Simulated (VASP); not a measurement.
# Ta2C (P-3m1) in VASP: a series of runs

One crystal, Ta2C, is run at these levels: PBEsol; tasks: single point, relaxation of cell and atoms.

All numbers are computed with VASP 6.6.1; they aren't measurements. Logs are shortened: lines on timing, memory, paths and dates and some standing lists are left out, and cuts for length are marked.

## 1. The structure

It takes space group P-3m1 (No. 164, trigonal). The conventional cell has a = 3.095 Å, b = 3.095 Å, c = 4.922 Å, α = 90.00°, β = 90.00°, γ = 120.00°. Ta (site symmetry 3m) is surrounded by 3 C at 2.18 Å. C (site symmetry -3m) is surrounded by 6 Ta at 2.18 Å.

## 2. Single point, PBEsol

Input file INCAR:

```
PREC     = Accurate       # precision mode
ENCUT    = 520            # plane-wave cutoff, eV
EDIFF    = 1E-7           # SCF threshold, eV
ISMEAR   = 0              # smearing method
SIGMA    = 0.1            # smearing width, eV
LREAL    = False          # projectors in reciprocal space
LASPH    = True           # aspherical terms in the spheres
NELM     = 60             # most SCF steps
ALGO     = Fast           # electronic algorithm
ISIF     = 2              # what is computed and relaxed
LWAVE    = False          # write WAVECAR
LCHARG   = False          # write CHGCAR
GGA      = PS             # functional
NBANDS   = 20             # bands
```

Input file KPOINTS:

```
regular mesh
0
Gamma
  15 15 8
```

Input file POSCAR:

```
Ta2C
1.0
    3.0948432833      0.0000000000      0.0000000000
   -1.5474216416      2.6802129040      0.0000000000
    0.0000000000      0.0000000000      4.9219976061
Ta C
2 1
Direct
    0.3333333333      0.6666666667      0.2530357091
    0.6666666667      0.3333333333      0.7469642909
    0.0000000000      0.0000000000      0.0000000000
```

Potentials or basis: VASP PAW PBE potentials, release 64 (Ta_pv, C).

Launch:

```
cat potpaw_PBE.64/Ta_pv/POTCAR potpaw_PBE.64/C/POTCAR > POTCAR
mpirun -np 1 vasp_std > vasp.out
```

OUTCAR:

```text
PREC = Accurate
   ENCUT = 520
   EDIFF = 1E-7
   ISMEAR = 0
   LREAL = False
   LASPH = True
   NELM = 60
   ISIF = 2
   GGA = PS

 ion  position               nearest neighbor table
   1  0.333  0.667  0.253-   3 2.18   3 2.18   3 2.18   2 3.02   2 3.02   2 3.02   2 3.07   2 3.07
                             2 3.07
   2  0.667  0.333  0.747-   3 2.18   3 2.18   3 2.18   1 3.02   1 3.02   1 3.02   1 3.07   1 3.07
                             1 3.07
   3  0.000  0.000  0.000-   1 2.18   2 2.18   1 2.18   2 2.18   2 2.18   1 2.18

  LATTYP: Found a hexagonal cell.
 ALAT       =     3.0948432833
 C/A-ratio  =     1.5903867032

  Lattice vectors:

 A1 = (   3.0948432833,   0.0000000000,   0.0000000000)
 A2 = (  -1.5474216416,   2.6802129040,   0.0000000000)
 A3 = (   0.0000000000,   0.0000000000,   4.9219976061)

Analysis of symmetry for initial positions (statically):
=====================================================================
 Subroutine PRICEL returns:
 Original cell was already a primitive cell.

 Routine SETGRP: Setting up the symmetry group for a
 hexagonal supercell.

 Subroutine GETGRP returns: Found 12 space group operations
 (whereof 12 operations were pure point group operations)
 out of a pool of 24 trial point group operations.

The static configuration has the point symmetry D_3d.

Analysis of symmetry for dynamics (positions and initial velocities):
=====================================================================
 Subroutine PRICEL returns:
 Original cell was already a primitive cell.

 Routine SETGRP: Setting up the symmetry group for a
 hexagonal supercell.

 Subroutine GETGRP returns: Found 12 space group operations
 (whereof 12 operations were pure point group operations)
 out of a pool of 24 trial point group operations.

The dynamic configuration has the point symmetry D_3d.

 Subroutine INISYM returns: Found 12 space group operations
 (whereof 12 operations are pure point group operations),
 and found     1 'primitive' translations

----------------------------------------------------------------------------------------

                                     Primitive cell

  volume of cell :      40.8272

  direct lattice vectors                    reciprocal lattice vectors
     3.094843283  0.000000000  0.000000000     0.323118138  0.186552344  0.000000000
    -1.547421642  2.680212904  0.000000000     0.000000000  0.373104688  0.000000000
     0.000000000  0.000000000  4.921997606     0.000000000  0.000000000  0.203169542

  length of vectors
     3.094843283  3.094843283  4.921997606     0.373104688  0.373104688  0.203169542

  position of ions in fractional coordinates (direct lattice)
     0.333333333  0.666666667  0.253035709
     0.666666667  0.333333333  0.746964291
     0.000000000  0.000000000  0.000000000

  ion indices of the primitive-cell ions
   primitive index   ion index
                 1           1
                 2           2
                 3           3

----------------------------------------------------------------------------------------

 KPOINTS: regular mesh

Automatic generation of k-mesh.
 Grid dimensions read from file:
 generate k-points for:   15   15    8

 Generating k-lattice:

  Cartesian coordinates                     Fractional coordinates (reciprocal lattice)
     0.021541209  0.012436823  0.000000000     0.066666667  0.000000000  0.000000000
     0.000000000  0.024873646  0.000000000     0.000000000  0.066666667  0.000000000
     0.000000000  0.000000000  0.025396193     0.000000000  0.000000000  0.125000000

  Length of vectors
     0.024873646  0.024873646  0.025396193

  Shift w.r.t. Gamma in fractional coordinates (k-lattice)
     0.000000000  0.000000000  0.000000000

 Subroutine IBZKPT returns following result:
 ===========================================

 Found    192 irreducible k-points:

 Following reciprocal coordinates:
            Coordinates               Weight
  0.000000  0.000000  0.000000      1.000000
  0.066667  0.000000  0.000000      6.000000
  0.133333  0.000000  0.000000      6.000000
  0.200000  0.000000  0.000000      6.000000
  0.266667  0.000000  0.000000      6.000000
  0.333333  0.000000  0.000000      6.000000
[... 16 lines left out ...]
  0.333333  0.200000  0.000000     12.000000
  0.400000  0.200000  0.000000      6.000000
 [... further k-points ...]
   k-points           NKPTS =    192   k-points in BZ     NKDIM =    192   number of bands    NBANDS=     20
   number of dos      NEDOS =    301   number of ions     NIONS =      3
   total plane-waves  NPLWV =  23040
   dimension x,y,z NGX =    24 NGY =   24 NGZ =   40
   dimension x,y,z NGXF=    48 NGYF=   48 NGZF=   80
   ions per type =               2   1
   NGX,Y,Z   is equivalent  to a cutoff of  12.89, 12.89, 13.51 a.u.
   NGXF,Y,Z  is equivalent  to a cutoff of  25.78, 25.78, 27.02 a.u.
 SYSTEM =  unknown system
   PREC   = accura    normal or accurate (medium, high low for compatibility)
   ISTART =      0    job   : 0-new  1-cont  2-samecut
   ICHARG =      2    charge: 1-file 2-atom 10-const
   ISPIN  =      1    spin polarized calculation?
   LNONCOLLINEAR =      F non collinear calculations
   LSORBIT =      F    spin-orbit coupling
   LASPH  =      T    aspherical Exc in radial PAW
   ENCUT  =  520.0 eV  38.22 Ry    6.18 a.u.   5.75  5.75  9.15*2*pi/ulx,y,z
   NELM   =     60;   NELMIN=  2; NELMDL= -5     # of ELM steps
   EDIFF  = 0.1E-06   stopping-criterion for ELM
   LREAL  =      F    real-space projection
   EDIFFG = 0.1E-05   stopping-criterion for IOM
   NSW    =      0    number of steps for IOM
   IBRION =     -1    ionic relax: 0-MD 1-quasi-New 2-CG
   NFREE  =      0    steps in history (QN), initial steepest desc. (CG)
   ISIF   =      2    stress and relaxation
   ISYM   =      2    0-nonsym 1-usesym 2-fastsym
   POTIM  = 0.5000    time-step for ionic-motion
   TEBEG  =    0.0;   TEEND  =   0.0 temperature during run
   PSTRESS=    0.0 pullay stress
   NELECT =      26.0000    total number of electrons
   NUPDOWN=      -1.0000    fix difference up-down
   EMIN   =  10.00;   EMAX   =-10.00  energy-range for DOS
   EFERMI =   0.00;   METHOD = LEGACY
   ISMEAR =     0;   SIGMA  =   0.10  broadening in eV -4-tet -1-fermi 0-gaus
   EFERMI_NEDOS =   21; number of points for ismear=-14 and -15
   IALGO  =     68    algorithm
   IMIX   =      4    mixing-type and parameters
     AMIX     =   0.40;   BMIX     =  1.00
     AMIX_MAG =   1.60;   BMIX_MAG =  1.00
  volume/ion in A,a.u.               =      13.61        91.84
  Fermi-wavevector in a.u.,A,eV,Ry     =   1.408476  2.661634 26.991306  1.983805
  Thomas-Fermi vector in A             =   2.530630
   LORBIT       =      0    0 simple, 1 ext, 2 COOP (PROOUT), +10 PAW based schemes
   GGA     = PS    functional components
   LHFCALC =     F    Hartree Fock is set to
   AEXX    =    0.0000 exact exchange contribution
   IVDW    =     0    specifies the selected vdW correction
   LEPSILON=     F    determine dielectric tensor
   LRPA    =     F    only Hartree local field effects (RPA)
 non-spin polarized calculation
 RMM-DIIS sequential band-by-band and
 Gauss-broadening in eV      SIGMA  =   0.10
  energy-cutoff  :      520.00
  volume of cell :       40.83
 maximum number of plane-waves:      1122
 NGX is ok and might be reduce to    24
   NGX = 11   NGY = 11   NGZ = 19

 number of electron      26.0000002 magnetization

 Free energy of the ion-electron system (eV)
  ---------------------------------------------------
  ext. energy  EPLUGINS =         0.00000000
  ---------------------------------------------------
  free energy    TOTEN  =       -36.70605560 eV

  energy without entropy =      -36.70292031  energy(sigma->0) =      -36.70448796

 E-fermi :   6.4902     XC(G=0): -12.9437

 val. band max:        6.4816877542   @ k =   0.0000   0.0000   0.0000
 cond. band min:       6.5095007174   @ k =  -0.1333   0.3333   0.2500
 fundamental gap:      0.0278129632
 Fermi energy:         6.4902315235

 k-point     1 :       0.0000    0.0000    0.0000
  band No.  band energies     occupation
      1     -28.2867      2.00000
      2     -27.5776      2.00000
      3     -27.5776      2.00000
      4     -27.4607      2.00000
      5     -27.4607      2.00000
      6     -27.3716      2.00000
[... 12 lines left out ...]
     19       9.4070      0.00000
     20      14.0586      0.00000

 k-point     2 :       0.0667    0.0000    0.0000
  band No.  band energies     occupation
      1     -28.2741      2.00000
      2     -27.6055      2.00000
      3     -27.5875      2.00000
      4     -27.4881      2.00000
      5     -27.4633      2.00000
      6     -27.3763      2.00000
[... 12 lines left out ...]
     19       9.9242      0.00000
     20      14.1977      0.00000

 k-point     3 :       0.1333    0.0000    0.0000
  band No.  band energies     occupation
      1     -28.2375      2.00000
      2     -27.6839      2.00000
      3     -27.6142      2.00000
      4     -27.5643      2.00000
      5     -27.4716      2.00000
      6     -27.3908      2.00000
[... 12 lines left out ...]
     19      10.9426      0.00000
     20      14.1784      0.00000

 k-point     4 :       0.2000    0.0000    0.0000
  band No.  band energies     occupation
      1     -28.1804      2.00000
      2     -27.7986      2.00000
      3     -27.6729      2.00000
      4     -27.6515      2.00000
      5     -27.4857      2.00000
      6     -27.4159      2.00000
[... 12 lines left out ...]
     19      12.0135      0.00000
     20      13.8635      0.00000

 k-point     5 :       0.2667    0.0000    0.0000
  band No.  band energies     occupation
      1     -28.1089      2.00000
      2     -27.9285      2.00000
      3     -27.7930      2.00000
      4     -27.6923      2.00000
      5     -27.5035      2.00000
      6     -27.4516      2.00000
[... 12 lines left out ...]
     19      12.9281      0.00000
     20      13.5945      0.00000
[... 353 lines left out ...]
      6     -27.5085      2.00000
[... 12 lines left out ...]
     19      12.7600      0.00000
     20      13.4072      0.00000

 k-point    22 :       0.2667    0.2000    0.0000
  band No.  band energies     occupation
      1     -28.0830      2.00000
      2     -27.9866      2.00000
      3     -27.9221      2.00000
      4     -27.7851      2.00000
      5     -27.6541      2.00000
      6     -27.5584      2.00000
[... 12 lines left out ...]
     19      12.6389      0.00000
     20      13.2874      0.00000

 k-point    23 :       0.3333    0.2000    0.0000
  band No.  band energies     occupation
      1     -28.1359      2.00000
      2     -27.9869      2.00000
      3     -27.8577      2.00000
      4     -27.8451      2.00000
      5     -27.6810      2.00000
      6     -27.6098      2.00000
[... 12 lines left out ...]
     19      12.1601      0.00000
     20      13.7068      0.00000

 k-point    24 :       0.4000    0.2000    0.0000
  band No.  band energies     occupation
      1     -28.1547      2.00000
      2     -27.9792      2.00000
      3     -27.8784      2.00000
      4     -27.8222      2.00000
      5     -27.6895      2.00000
      6     -27.6371      2.00000
[... 12 lines left out ...]
     19      12.2841      0.00000
     20      13.9657      0.00000

 [... further k-points ...]
[... 5 lines left out ...]
  --------------------------------------------------------------------------------------
  -------------------------------------------------------------------------------------
  Total        0.1325320      0.1325320      0.1184149      0.0000000      0.0000000      0.0000000
  in kB        5.2009411      5.2009411      4.6469455      0.0000000      0.0000000      0.0000000
  external PRESSURE =       5.0162759 kB  Pullay stress =       0.0000000 kB

 VOLUME and BASIS-vectors are now :
 -----------------------------------------------------------------------------
  energy-cutoff  :      520.00
  volume of cell :       40.83
      direct lattice vectors                 reciprocal lattice vectors
     3.094843283  0.000000000  0.000000000     0.323118138  0.186552344  0.000000000
    -1.547421642  2.680212904  0.000000000     0.000000000  0.373104688  0.000000000
     0.000000000  0.000000000  4.921997606     0.000000000  0.000000000  0.203169542

 POSITION                                       TOTAL-FORCE (eV/Angst)
 -----------------------------------------------------------------------------------
     -0.00000      1.78681      1.24544         0.000000     -0.000000      0.043952
      1.54742      0.89340      3.67656         0.000000      0.000000     -0.043952
      0.00000      0.00000      0.00000        -0.000000      0.000000      0.000000
 -----------------------------------------------------------------------------------
    total drift:                               -0.000000      0.000000      0.000000

  FREE ENERGIE OF THE ION-ELECTRON SYSTEM (eV)
  ---------------------------------------------------
  free  energy   TOTEN  =       -36.7060555999 eV

  energy  without entropy=      -36.7029203104  energy(sigma->0) =      -36.70448796
```

Run time: 60 s. Hardware: 1 thread of Intel Xeon 6975P-C (Granite Rapids), shared host; peak memory 0.27 GiB.

Results:

```
Free energy            : -36.7061 eV
Pressure               : 0.5 GPa
Largest force          : 0.044 eV/Å
Band gap on the k mesh : none (metal or under the smearing width)
```

Forces on the atoms (eV/Å):
```
Ta   0.000  0.000  0.044
Ta   0.000  0.000 -0.044
C    0.000  0.000  0.000
```

Caveat: the PAW data sets were made with another functional, which shifts forces and pressure a little. Spin-orbit coupling is left out, which matters for the levels of Ta.

## 3. Relaxation of cell and atoms, PBEsol

This run uses another cell than the first one, of 13.77 Å³/atom, 1.012 times its volume.

Input file INCAR:

```
PREC     = Accurate       # precision mode
ENCUT    = 600            # plane-wave cutoff, eV
EDIFF    = 1E-7           # SCF threshold, eV
ISMEAR   = 0              # smearing method
SIGMA    = 0.1            # smearing width, eV
LREAL    = F              # projectors in reciprocal space
LASPH    = T              # aspherical terms in the spheres
NELM     = 80             # most SCF steps
ALGO     = Fast           # electronic algorithm
ISIF     = 3              # what is computed and relaxed
LWAVE    = F              # write WAVECAR
LCHARG   = F              # write CHGCAR
GGA      = PS             # functional
IBRION   = 2              # ionic algorithm
NSW      = 100            # ionic steps
EDIFFG   = -0.005         # ionic threshold
```

KPOINTS is that of step 2.

Input file POSCAR:

```
Ta2C
1.0
    3.1059000000      0.0000000000      0.0000000000
   -1.5529500000      2.6897883016      0.0000000000
    0.0000000000      0.0000000000      4.9464000000
Ta C
2 1
Direct
    0.3333333333      0.6666666667      0.2520100000
    0.6666666667      0.3333333333      0.7479900000
    0.0000000000      0.0000000000      0.0000000000
```

Potentials or basis: VASP PAW PBE potentials, release 64 (Ta_pv, C).

Launch:

```
cat potpaw_PBE.64/Ta_pv/POTCAR potpaw_PBE.64/C/POTCAR > POTCAR
mpirun -np 1 vasp_std > vasp.out
```

Run time: 4.3 min. Hardware: 1 thread of Intel Xeon 6975P-C (Granite Rapids), shared host; peak memory 0.31 GiB.

The run converged. Its results:

- Free energy: -36.7079 eV
- Relaxed volume: 13.63 Å³/atom
- Relaxed cell: a = 3.096 Å, b = 3.096 Å, c = 4.924 Å, α = 90.00°, β = 90.00°, γ = 120.00°
- Space group after relaxing (to 0.05 Å): P-3m1 (No. 164)
- Energy gained by relaxing: 1.5 meV/atom
- Ionic steps: 5
- Pressure after relaxing: 0.0 GPa
- Band gap on the k mesh: none (metal or under the smearing width)

Step by step:
| step | energy change (eV) | largest force (eV/Å) | pressure (GPa) | volume (Å³) |
| --- | --- | --- | --- | --- |
| 1 | 0.0000 | 0.0932 | -2.66 | 41.32 |
| 2 | 0.0156 | 0.2585 | 7.02 | 39.97 |
| 3 | -0.0037 | 0.1451 | 0.15 | 40.91 |
| 4 | -0.0043 | 0.0513 | -0.05 | 40.87 |
| 5 | -0.0044 | 0.0009 | 0.00 | 40.88 |

Final structure:
```cif
data_structure
_symmetry_space_group_name_H-M 'P 1'
_symmetry_Int_Tables_number 1
_cell_length_a 3.0963
_cell_length_b 3.0963
_cell_length_c 4.9239
_cell_angle_alpha 90.000
_cell_angle_beta 90.000
_cell_angle_gamma 120.000
_cell_volume 40.88
loop_
_atom_site_label
_atom_site_type_symbol
_atom_site_fract_x
_atom_site_fract_y
_atom_site_fract_z
_atom_site_occupancy
Ta1 Ta 0.33333 0.66667 0.25325 1
Ta2 Ta 0.66667 0.33333 0.74675 1
C1 C 0.00000 0.00000 0.00000 1
```

Levels at points of the mesh, in eV from the Fermi level:
```tsv
k point	band 9	band 10	band 11	band 12	band 13	band 14	band 15	band 16	band 17
(0.00, 0.00, 0.00)	-3.59	-3.59	-2.99	-0.01	0.51	0.51	1.14	1.14	2.38
(0.00, 0.00, 0.50)	-3.84	-3.84	-1.84	-1.53	-0.29	-0.29	2.99	2.99	3.51
```

Caveat: the PAW data sets were made with another functional, which shifts forces and pressure a little. The run has no spin-orbit coupling, so splittings on Ta are missing.

## 4. Single point, PBEsol

This run uses another cell than the first one, of 13.77 Å³/atom, 1.012 times its volume.

Input file INCAR:

```
PREC = Accurate
ENCUT = 520
EDIFF = 1E-6
ISMEAR = 0
SIGMA = 0.1
LREAL = F
LASPH = T
NELM = 60
ALGO = Fast
ISIF = 2
LWAVE = F
LCHARG = T
GGA = PS
LELF = T
LVHAR = T
NBANDS = 20
```

Input file KPOINTS:

```
regular mesh
0
Gamma
  6 6 4
```

POSCAR is that of step 3.

Launch:

```
cat potpaw_PBE.64/Ta_pv/POTCAR potpaw_PBE.64/C/POTCAR > POTCAR
mpirun -np 1 vasp_std > vasp.out
```

Run time: 9.3 s. Hardware: 1 thread of Intel Xeon 6975P-C (Granite Rapids), shared host; peak memory 0.16 GiB.

The run converged. Its results:

| Item | Value |
| --- | --- |
| Free energy | -36.7041 eV |
| Pressure | -2.8 GPa |
| Largest force | 0.312 eV/Å |
| Band gap on the k mesh | none (metal or under the smearing width) |

Forces in eV/Å, atoms in the order of the input:
```
Ta   0.000  0.000  0.312
Ta   0.000  0.000 -0.312
C    0.000  0.000  0.000
```

Stress tensor (GPa, compression positive):
```
-2.66  0.00  0.00
 0.00 -2.66  0.00
 0.00  0.00 -3.07
```

Levels at points of the mesh, in eV from the Fermi level:
```tsv
k point	band 11	band 12	band 13	band 14	band 15	band 16
(0.00, 0.00, 0.00)	-3.05	-0.07	0.46	0.46	1.08	1.08
(0.50, 0.00, 0.00)	-3.75	-1.82	-0.30	3.27	3.41	4.58
(0.00, 0.00, 0.50)	-1.83	-1.62	-0.32	-0.32	2.88	2.88
(0.50, 0.00, 0.50)	-2.58	-1.20	-1.03	1.53	1.53	4.24
```

Caveat: the k mesh is coarse (spacing up to 0.39 Å⁻¹), so the values aren't converged; the PAW data sets were made with another functional, which shifts forces and pressure a little. Spin-orbit coupling is left out, which matters for the levels of Ta.

## 5. The runs side by side

| task | cell | k mesh | cutoff (eV) | mesh quality | gap on the mesh (eV) | pressure (GPa) | largest force (eV/Å) |
| --- | --- | --- | --- | --- | --- | --- | --- |
| single point | P-3m1, 13.61 Å³/atom | 15 × 15 × 8 | 520 | not flagged | none | 0.5 | 0.04 |
| relaxation of cell and atoms | relaxed | 15 × 15 × 8 | 600 | not flagged | none | 0.0 | - |
| single point | P-3m1, 13.77 Å³/atom | 6 × 6 × 4 | 520 | coarse | none | -2.8 | 0.31 |

Alike in all rows: level PBEsol; potentials or basis VASP PAW PBE potentials, release 64 (Ta_pv, C); no spin polarisation; smearing gaussian 0.1 eV.

Caveats: some runs use coarse meshes; the PAW data sets were made with another functional, which shifts forces and pressure a little.

Absolute energies hang on the potentials; compare differences alone.
